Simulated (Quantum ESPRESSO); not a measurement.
Wanted: the native input for a Quantum ESPRESSO 7.5 run.

| Property | Result |
| --- | --- |
| Task | single point |
| Functional | PBEsol |
| Potentials or basis | GBRV 1.5 PBEsol |
| Cutoff | 612 eV |
| Density cutoff | 4898 eV |
| k mesh | 9 × 9 × 2 |
| Occupations | fermi-dirac, width 0.05 eV |
| Spin | no spin polarisation |
| Mixing beta | 0.5 |
| Most SCF iterations | 120 |
| SCF threshold | 1.2e-09 Ry |

Te2Mo:

```xyz
6
Lattice="3.5182 0.0000 0.0000 -1.7591 3.0469 0.0000 0.0000 0.0000 13.9736" Properties=species:S:1:pos:R:3 pbc="T T T"
Te    1.7591    1.0156    5.2960
Te    0.0000    2.0312   12.2828
Te    1.7591    1.0156    1.6908
Te    0.0000    2.0312    8.6776
Mo    1.7591    1.0156   10.4802
Mo    0.0000    2.0312    3.4934
```

One way to write it, as run:

pw.in

```
&CONTROL
  calculation = 'scf'
  prefix = 'pwscf'
  outdir = './tmp'
  pseudo_dir = './pseudo'
  tprnfor = .true.
  tstress = .true.
  disk_io = 'low'
/
&SYSTEM
  ibrav = 0
  celldm(1) = 8
  nat = 6
  ntyp = 2
  ecutwfc = 45
  ecutrho = 360
  nbnd = 36
  occupations = 'smearing'
  smearing = 'fd'
  degauss = 0.00367493
/
&ELECTRONS
  conv_thr = 1.2d-09
  electron_maxstep = 120
  mixing_beta = 0.5
/
ATOMIC_SPECIES
Te   127.6000 te_pbesol_v1.uspp.F.UPF
Mo    95.9500 mo_pbesol_v1.uspp.F.UPF
CELL_PARAMETERS alat
  0.8310543064573   0.0000000000000   0.0000000000000
 -0.4155271532286   0.7197141413178   0.0000000000000
  0.0000000000000   0.0000000000000   3.3007846218838
ATOMIC_POSITIONS crystal
Te     0.6666666667    0.3333333333    0.3790000000
Te     0.3333333333    0.6666666667    0.8790000000
Te     0.6666666667    0.3333333333    0.1210000000
Te     0.3333333333    0.6666666667    0.6210000000
Mo     0.6666666667    0.3333333333    0.7500000000
Mo     0.3333333333    0.6666666667    0.2500000000
K_POINTS automatic
9 9 2 0 0 0
```

pp_density.in

```
&INPUTPP
  prefix = 'pwscf'
  outdir = './tmp'
  filplot = 'density.dat'
  plot_num = 0
/
&PLOT
  nfile = 1
  filepp(1) = 'density.dat'
  iflag = 3
  output_format = 6
  fileout = 'density.cube'
/
```

pp_potential.in

```
&INPUTPP
  prefix = 'pwscf'
  outdir = './tmp'
  filplot = 'potential.dat'
  plot_num = 11
/
&PLOT
  nfile = 1
  filepp(1) = 'potential.dat'
  iflag = 3
  output_format = 6
  fileout = 'potential.cube'
/
```

Potentials or basis: GBRV 1.5 PBEsol.

The run is started by

```sh
$ OMP_NUM_THREADS=1 mpirun -n 2 pw.x -nk 2 -in pw.in > pw.out
$ OMP_NUM_THREADS=1 mpirun -n 1 pp.x -in pp_density.in > pp_density.out
$ OMP_NUM_THREADS=1 mpirun -n 1 pp.x -in pp_potential.in > pp_potential.out
```

Results of the run:

* Pressure: -0.3 GPa
* Largest force: 0.040 eV/Å
* Band gap on the k mesh: 0.70 eV, indirect (least direct gap 1.03 eV)

Caveat: spin-orbit coupling is left out, which moves the levels of the heavy elements; an odd mesh through Γ misses points on the zone boundary, where band edges often lie; this functional lacks dispersion, which binds the layers, so the pressure and a relaxed spacing across them are unreliable.

Wall time 68 s on 2 MPI ranks on Arm Neoverse V1, with other jobs on the host, peak memory 0.62 GiB a rank.
